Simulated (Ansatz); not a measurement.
Zn on several prototypes, a ranking of structure types by relaxed energy

Computed with Ansatz 0.2.0, Python API.

Notebook, run cell by cell (the value of a cell's last expression is shown):

**Cell 1**
```python
import warnings

import ansatz as az
import numpy as np
import spglib
```

**Cell 2**
```python
def sc(A, a):
    return (
        az.Lattice.cubic(a)
        .space_group(221)
        .atom(A, (0, 0, 0))
    )
```

**Cell 3**
```python
def fcc(first, a):
    return (
        az.Lattice.fcc(a)
        .space_group(225)
        .atom(first, (0, 0, 0))
        .primitive()
    )
```

**Cell 4**
```python
def hcp(A, a):
    return (
        az.Lattice.from_parameters(a, a, 1.633 * a, alpha=90, beta=90, gamma=120)
        .space_group(194)
        .atom(A, (1 / 3, 2 / 3, 0.25))
    )


def solve(name, crystal):
    calc = crystal.calculation()
    calc = calc.functional("pbe")
    calc = calc.basis(520).kpoints(spacing=0.33)
    calc = calc.occupations("cold", width=0.1)
    calc = calc.stress()
    calc = calc.band_table()
    calc = calc.relax(force_tolerance=0.02, cell=True)
    return calc.run()
```

**Cell 5**
```python
def relaxed_twice(name, crystal):
    # the second pass draws mesh and plane waves anew for the relaxed cell
    first = solve(name, crystal)
    again = az.Crystal(lattice=az.Lattice.of(first.lattice.cell_ang))
    for site in first.report["lattice"]["sites"]:
        again = again.atom(site["symbol"], site["position_frac"])
    return solve(name, again)
```

**Cell 6**
```python
def space_group(outcome):
    sites = outcome.report["lattice"]["sites"]
    kinds = sorted({site["symbol"] for site in sites})
    cell = (outcome.lattice.cell_ang, [site["position_frac"] for site in sites], [kinds.index(site["symbol"]) for site in sites])
    return spglib.get_spacegroup(cell, symprec=0.01)


def volume_per_atom(outcome):
    return abs(np.linalg.det(outcome.lattice.cell_ang)) / len(outcome.lattice.sites)
```

**Cell 7**
```python
warnings.simplefilter("ignore", az.DeckWarning)

phases = {}
phases["sc"] = sc("Zn", 2.56)
phases["fcc"] = fcc("Zn", 3.94)
phases["hcp"] = hcp("Zn", 2.79)
```

**Cell 8**
```python
done = {}
for name, crystal in phases.items():
    try:
        done[name] = relaxed_twice(name, crystal)
    except az.NonConvergedError as error:
        print(name, "did not converge:", str(error)[:120])
```

**Cell 9**
```python
energy = {name: o.report["energy_sigma0_ev"] / len(o.lattice.sites) for name, o in done.items()}
lowest = min(energy.values())
rows = [(name, len(o.lattice.sites), 1000 * (energy[name] - lowest), space_group(o), volume_per_atom(o)) for name, o in done.items()]
rows.sort(key=lambda row: row[2])
print("     phase       atoms  dE (meV/atom)  space group  V (A^3/atom)")
for row in rows:
    print(f"{str(row[0]):>10}  {row[1]:10d}  {row[2]:13.1f}  {str(row[3]):>11}  {row[4]:12.3f}")
```
Output:
```text
     phase       atoms  dE (meV/atom)  space group  V (A^3/atom)
       hcp           2            0.0  P6_3/mmc (194)        14.870
       fcc           1           43.9  Fm-3m (225)        15.189
        sc           1          217.5  Pm-3m (221)        18.308
```

By space group at the end of each run: P6_3/mmc (+0 meV an atom, 14.9 Å³), Fm-3m (+44 meV an atom, 15.2 Å³) and Pm-3m (+217 meV an atom, 18.3 Å³).

Caveats:
- For the metals among these phases the mesh is modest: differences between phases can be off by up to 40 meV an atom.
- The cells are built on prototypes, so most aren't the phase found in nature. Rows bear the name of their start, and a relaxation keeps or raises the symmetry. Differences under about 40 meV an atom lie within the error of mesh and functional.
- Wall time of the script: 20 s on 1 thread of Arm Neoverse V1, on a shared host, peak memory 0.39 GiB.

(Lines on the test bed's own set-up are left out of the output.)
